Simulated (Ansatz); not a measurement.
# Ru (Ruthenium): the cost of one run

Method: DFT LDA, scalar-relativistic, plane waves, PAW, in Ansatz 0.2.0.

1 further run of the same task is left out (set aside as unsound or not needed).

**1. The structure to begin with**

The structure is hexagonal, space group P6_3/mmc (No. 194). The conventional cell has a = 2.706 Å, b = 2.706 Å, c = 4.282 Å, α = 90.00°, β = 90.00°, γ = 120.00°. Ru (site symmetry -6m2) has 12 Ru at 2.65 to 2.71 Å as nearest neighbours.

As a file:

```
CELL_PARAMETERS angstrom
2.70580 0.00000 0.00000
-1.35290 2.34329 0.00000
0.00000 0.00000 4.28190
ATOMIC_POSITIONS crystal
Ru 0.33333 0.66667 0.25000
Ru 0.66667 0.33333 0.75000
```

The structure comes from the Crystallography Open Database.

(A quick probe on a coarse mesh, which set the mesh and smearing, is not shown.)

**3. A loose first relaxation**

Contents of input.yaml:

```yaml
crystal:
  lattice:
    - [2.7058, 0.0, 0.0]
    - [-1.3529, 2.3432915376, 0.0]
    - [0.0, 0.0, 4.2819]
  atoms:
    - { symbol: Ru, position: [0.3333333333, 0.6666666667, 0.25] }
    - { symbol: Ru, position: [0.6666666667, 0.3333333333, 0.75] }
basis:
  ecutwfc: 420
kpoints:
  mp_grid: { grid: [9, 9, 6] }
hamiltonian:
  xc: lda
scf:
  occupations: { method: gaussian, width: 0.1 }
output:
  forces: true
  stress: true
  eigenvalues: true
relax:
  adjacent_minimum: "off"
  f_tol: 0.05
  max_steps: 80
  cell: { stress_tol: 0.5 }
```

On the command line:

```sh
> ansatz run input.yaml --threads 2 --pin off --max-ram 5120MiB --backend cpu --events-out ev --progress --plain --runs-dir out
```

What time and memory should one allow on 2 threads of Intel Xeon 6975P-C (Granite Rapids), shared host?

About 2.1 s, with a peak of 0.36 GiB.
